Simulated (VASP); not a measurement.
KMgF3:

```xyz
5
Lattice="3.9859 0.0000 0.0000 0.0000 3.9859 0.0000 0.0000 0.0000 3.9859" Properties=species:S:1:pos:R:3 pbc="T T T"
K     1.9929    1.9929    1.9929
Mg    0.0000    0.0000    0.0000
F     0.0000    0.0000    1.9929
F     0.0000    1.9929    0.0000
F     1.9929    0.0000    0.0000
```

Base run:

| Quantity | Value |
| --- | --- |
| Program | VASP 6.6.1 |
| Functional | PBE |
| Potentials or basis | VASP PAW PBE potentials, release 64 (K_sv, Mg, F) |
| Cutoff | 520 eV |
| k mesh | 7 × 7 × 7 |
| Occupations | fermi-dirac, width 0.05 eV |
| Spin | no spin polarisation |

Its results: band gap on the k mesh 7.34 eV, indirect (least direct gap 7.63 eV); pressure 3.4 GPa.

The run is repeated on the same cell with these changes: functional from PBE to PBEsol. What comes out?

Band gap on the k mesh 7.16 eV, indirect (least direct gap 7.45 eV); pressure -0.1 GPa.

PBEsol binds more tightly than PBE, so the same cell stands under less pressure.

Caveats: an odd mesh through Γ misses points on the zone boundary, where band edges often lie; the PAW data sets were made with another functional, which shifts forces and pressure a little (some runs).

Not every run made on this cell is shown here.
